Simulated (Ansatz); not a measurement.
LaAlO3: response to strain

The reference is LaAlO₃ (space group R-3c, No. 167; a = 5.413 Å, c = 13.193 Å (hexagonal axes)). Axes: x lies along a and z along c of the hexagonal cell.

Strains are applied to the cell and any free atomic positions relax; under biaxial strain the out-of-plane vector relaxes too.

The values are results of PBE/PAW in Ansatz (a program for electronic structure), spin-orbit coupling left out, not measurements.

Notes on the quantities. energy relative to the base: free energy F.

```csv
change,width of the top valence band,volume per atom,energy relative to the base,band gap
base,0.53 eV,11.16 Å³,0 meV/atom,4.02 eV
"biaxial strain −4.59 %, plane normal [001], relaxed out of plane",0.79 eV,10.39 Å³,+67 meV/atom,3.45 eV
"biaxial strain +2.65 %, plane normal [001], relaxed out of plane",0.80 eV,11.63 Å³,+19 meV/atom,4.01 eV
isotropic strain −3.97 %,0.63 eV,9.88 Å³,+102 meV/atom,3.79 eV
isotropic strain +0.34 %,0.54 eV,11.27 Å³,+0.6 meV/atom,4.04 eV
isotropic strain +1.09 %,0.54 eV,11.53 Å³,+6.4 meV/atom,4.05 eV
uniaxial strain ε_xx = +2.33 %,–,11.42 Å³,+6.1 meV/atom,3.83 eV
```

No phonon test of stability was made.
